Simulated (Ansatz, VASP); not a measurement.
**One calculation of Ni, two programs**

Contents of INCAR:

```
SYSTEM = Ni
ALGO = Normal
EDIFF = 1E-7
ENCUT = 520
GGA = PE
ISIF = 2
ISMEAR = 0
ISPIN = 2
LASPH = .True.
LCHARG = .False.
LMAXMIX = 4
LORBIT = 11
LREAL = .False.
LWAVE = .False.
MAGMOM = 2
NBANDS = 15
NELM = 150
PREC = Accurate
SIGMA = 0.15
```

The input KPOINTS:

```
k-points
0
Gamma
  14 14 14
  0 0 0
```

File POSCAR:

```
Ni
1.0
    0.0000000000      1.7721000000      1.7721000000
    1.7721000000      0.0000000000      1.7721000000
    1.7721000000      1.7721000000      0.0000000000
Ni
1
Direct
    0.0000000000      0.0000000000      0.0000000000
```

Input for Ansatz:

```yaml
crystal:
  lattice:
    - [0.0, 1.7721, 1.7721]
    - [1.7721, 0.0, 1.7721]
    - [1.7721, 1.7721, 0.0]
  atoms:
    - { symbol: Ni, position: [0.0, 0.0, 0.0], spin: 2.0 }
magnetization:
  spin_polarized: true
hamiltonian:
  xc: pbe
  pseudopotentials: { kind: paw }
basis:
  ecutwfc: 420
kpoints:
  mp_grid: { grid: [14, 14, 14] }
scf:
  occupations: { method: gaussian, width: 0.15 }
  lower_state_search: "off"
  max_iter: 50
output:
  forces: true
  stress: true
```

Alike in both runs: task single point; functional PBE; k mesh 14 × 14 × 14; occupations gaussian, width 0.15 eV; collinear spin.

|  | VASP | Ansatz |
| --- | --- | --- |
| version | VASP 6.6.1 | Ansatz 0.2.0 |
| potentials or method | VASP PAW PBE potentials, release 64 (Ni) | PAW, plane waves, scalar-relativistic |
| plane-wave cutoff (eV) | 520 | 420 |
| valence electrons in the cell | 10 | 18 |

Ansatz gave:

| Item | Value |
| --- | --- |
| pressure (GPa) | -4.0 |
| net moment per atom (μB) | 0.63 |
| size of the moment on the site where the two differ most (μB) | 0.67 |

**Question.** What did VASP give for the same quantities?

**Answer.** Pressure (GPa): -4.1; net moment per atom (μB): 0.61; size of the moment on the site where the two differ most (μB): 0.62.

Site moments also hang on the region over which each program counts them. With one functional, cell and mesh, what is left measures potentials, basis and numerics. The two sets of potentials don't hold the same shells in valence.
